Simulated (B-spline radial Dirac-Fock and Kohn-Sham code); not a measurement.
Method: Dirac-Fock ΔSCF + Breit + QED. Computed with a B-spline atomic structure program. Correlation and solid-state effects are left out.

Question: An atom or ion in its tabulated ground configuration has these computed binding energies (the last is its least bound level). Which is it?

```
level  binding energy (eV)
   L2              14216.1
   L3              12290.6
   M2               3291.4
   M5               2303.1
   O1                133.4
   O3                73.36
   P1                 8.51
```

Answer: Hg: Z = 80 with 80 electrons, [Xe] 4f14 5d10 6s2.

Question: Identify the element and charge state from the binding energies below (tabulated ground configuration; the least bound level is included).

| level | binding energy (eV) |
| --- | --- |
| K | 77281.7 |
| L1 | 14610.7 |
| M1 | 4362.4 |
| M2 | 4096.0 |
| M5 | 3223.0 |
| N2 | 1646.2 |
| N5 | 1331.0 |

Answer: Ir³¹⁺: Z = 77 with 46 electrons, [Kr] 4d10. The hydrogen-like estimate √(E/Ry) = 75.4 for the K level lies 1.6 below Z (screening lowers it, relativity raises it); the outermost level, at 1331.0 eV, fixes the charge.

Question: An atom or ion in its tabulated ground configuration has these computed binding energies (the last is its least bound level). Which is it?

```
level  binding energy (eV)
2p3/2               2041.8
   3s                459.2
3p1/2                380.3
3d3/2                232.4
3d5/2                230.7
   4s                123.3
   4p                102.7
```

Answer: Sr⁶⁺: Z = 38 with 32 electrons, [Ar] 3d10 4s2 4p2.
